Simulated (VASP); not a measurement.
Input of a VASP 6.6.1 run:

The input INCAR:

```
SYSTEM = La2O3
PREC     = Accurate       ! precision mode
ENCUT    = 600            ! plane-wave cutoff, eV
EDIFF    = 1E-6           ! SCF threshold, eV
ISMEAR   = 0              ! smearing method
SIGMA    = 0.03           ! smearing width, eV
LREAL    = .False.        ! projectors in reciprocal space
LASPH    = .True.         ! aspherical terms in the spheres
NELM     = 80             ! most SCF steps
ALGO     = Normal         ! electronic algorithm
ISIF     = 3              ! what is computed and relaxed
LWAVE    = .False.        ! write WAVECAR
LCHARG   = .False.        ! write CHGCAR
GGA      = RP             ! functional
IBRION   = 2              ! ionic algorithm
NSW      = 90             ! ionic steps
EDIFFG   = -0.01          ! ionic threshold
```

Contents of KPOINTS:

```
regular mesh
0
Gamma
  9 9 5
  0 0 0
```

POSCAR

```
La2O3
1.0
    3.9307778780      0.0000000000      0.0000000000
   -1.9653889390      3.4041534990      0.0000000000
    0.0000000000      0.0000000000      6.1119535200
La O
2 3
Direct
    0.6666666700      0.3333333300      0.7537643200
    0.3333333300      0.6666666700      0.2462356800
    0.6666666700      0.3333333300      0.3541093500
    0.3333333300      0.6666666700      0.6458906500
    0.0000000000      0.0000000000      0.0000000000
```

Potentials or basis: VASP PAW PBE potentials, release 64 (La, O).

Run with:

```console
$ cat potpaw_PBE.64/La/POTCAR potpaw_PBE.64/O/POTCAR > POTCAR
$ mpirun -np 1 vasp_std > vasp.out
```

Predict the band gap on the k mesh.

3.95 eV, indirect (least direct gap 4.08 eV).

What does it give for the relaxed volume?

17.04 Å³/atom.

Forces on the atoms (eV/Å):
```
La   0.000  0.000 -0.005
La   0.000  0.000  0.005
O    0.000  0.000 -0.001
O    0.000  0.000  0.001
O    0.000  0.000  0.000
```

Caveat: the PAW data sets were made with another functional, which shifts forces and pressure a little; spin-orbit coupling is left out, which moves the levels of the heavy elements; an odd mesh through Γ misses points on the zone boundary, where band edges often lie. RPBE gaps usually lie below the measured ones, often by a third to a half.
